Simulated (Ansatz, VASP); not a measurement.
## AlN: VASP beside Ansatz

INCAR

```
ALGO     = Normal         # electronic algorithm
EDIFF    = 1E-7           # SCF threshold, eV
ENCUT    = 520            # plane-wave cutoff, eV
GGA      = PE             # functional
ISIF     = 2              # what is computed and relaxed
ISMEAR   = 0              # smearing method
LASPH    = T              # aspherical terms in the spheres
LCHARG   = F              # write CHGCAR
LREAL    = F              # projectors in reciprocal space
LWAVE    = F              # write WAVECAR
NBANDS   = 16             # bands
NELM     = 80             # most SCF steps
PREC     = Accurate       # precision mode
SIGMA    = 0.05           # smearing width, eV
```

Contents of KPOINTS:

```
k-points
0
Gamma
  9 9 6
```

Contents of POSCAR:

```
AlN
1.0
    3.4777215289      0.0000000000      0.0000000000
   -1.7388607645      3.0117951913      0.0000000000
    0.0000000000      0.0000000000      4.1875630000
Al N
2 2
Direct
    0.3333333333      0.6666666667      0.7500000000
    0.6666666667      0.3333333333      0.2500000000
    0.3333333333      0.6666666667      0.2500000000
    0.6666666667      0.3333333333      0.7500000000
```

Input for Ansatz:

```yaml
crystal:
  lattice:
    - [3.4777215289, 0.0, 0.0]
    - [-1.7388607645, 3.0117951913, 0.0]
    - [0.0, 0.0, 4.187563]
  atoms:
    - { symbol: Al, position: [0.3333333333, 0.6666666667, 0.75] }
    - { symbol: Al, position: [0.6666666667, 0.3333333333, 0.25] }
    - { symbol: "N", position: [0.3333333333, 0.6666666667, 0.25] }
    - { symbol: "N", position: [0.6666666667, 0.3333333333, 0.75] }
basis:
  ecutwfc: 420
kpoints:
  mp_grid: { grid: [9, 9, 6] }
hamiltonian:
  xc: pbe
scf:
  occupations: { method: gaussian, width: 0.05 }
output:
  forces: true
  stress: true
  eigenvalues: true
```

Change from the starting cell: strain +0.0500 x Voigt [1, 1, 0, 0, 0, 0], atoms carried along.

Alike in both runs: task single point; functional PBE; k mesh 9 × 9 × 6; occupations gaussian, width 0.05 eV; no spin polarisation.

|  | VASP | Ansatz |
| --- | --- | --- |
| version | VASP 6.6.1 | Ansatz 0.2.0 |
| potentials or method | VASP PAW PBE potentials, release 64 (Al, N) | scalar-relativistic, plane waves, PAW |
| plane-wave cutoff (eV) | 520 | 420 |
| valence electrons in the cell | 16 | 16 |

Ansatz gave:

```
gap on the k mesh at the Fermi level (eV)       : 2.72
least direct gap on the mesh (eV)               : 2.72
pressure (GPa)                                  : -16.8
largest component of the traceless stress (GPa) : 4.94
```

Problem. Estimate VASP's values.

Solution. gap on the k mesh at the Fermi level (eV): 2.72; least direct gap on the mesh (eV): 2.72; pressure (GPa): -17.0; largest component of the traceless stress (GPa): 5.03.

Caveats: so large a pressure means that the cell lies far from this level's equilibrium, or that cutoff or potentials fall short (VASP).
